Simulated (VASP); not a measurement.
Input of a VASP 6.6.1 run:

The input POSCAR:

```
GaN
1.0
    3.2177254914      0.0000000000      0.0000000000
   -1.6088627457      2.7866320138      0.0000000000
    0.0000000000      0.0000000000      5.2440545542
  Ga              N
     2     2
Direct
     0.3333333300000021    0.6666666699999979    0.9991860844447912
     0.6666666699999979    0.3333333300000021    0.4991860844447912
     0.3333333300000021    0.6666666699999979    0.3758139155552088
     0.6666666699999979    0.3333333300000021    0.8758139155552088
```

File INCAR.step1:

```
  ALGO = Normal
  EDIFF = 1E-8
  EDIFFG = -0.002
  ENCUT = 600
  GGA = PE
  IBRION = 2
  ISIF = 3
  ISMEAR = 0
  KPAR = 2
  LASPH = True
  LCHARG = False
  LREAL = False
  LWAVE = False
  NELM = 80
  NSW = 40
  PREC = Accurate
  SIGMA = 0.03
```

Contents of INCAR.step2:

```
  ALGO = Normal
  EDIFF = 1E-8
  ENCUT = 600
  GGA = PE
  IBRION = 6
  ISIF = 2
  ISMEAR = 0
  KPAR = 2
  LASPH = True
  LCHARG = False
  LEPSILON = True
  LREAL = False
  LWAVE = False
  NELM = 80
  NFREE = 2
  NSW = 1
  POTIM = 0.015
  PREC = Accurate
  SIGMA = 0.03
```

The input KPOINTS:

```
k-points
0
Gamma
  18 18 9
```

Potentials or basis: VASP PAW PBE potentials, release 64 (Ga_d, N).

Launch:

```sh
$ cat potpaw_PBE.64/Ga_d/POTCAR potpaw_PBE.64/N/POTCAR > POTCAR
$ cp INCAR.step1 INCAR
$ mpirun -np 2 vasp_std > vasp.out
$ cp CONTCAR POSCAR
$ cp INCAR.step2 INCAR
$ mpirun -np 2 vasp_std > vasp.out
```

Problem. Estimate the electronic dielectric tensor (diagonal).

Solution. 5.90, 5.90, 6.09.

Problem. Estimate the Born charges (mean of the diagonal).

Solution. Ga +2.68; N -2.68 e.

Problem. Predict the highest phonon frequency at Γ, LO-TO splitting left out.

Solution. 654 cm⁻¹.

Phonon frequencies in cm⁻¹ (negative: imaginary):
| q point | frequencies |
| --- | --- |
| (0.000, 0.000, 0.000) | 0 0 0 136 136 319 498 521 521 529 529 654 |
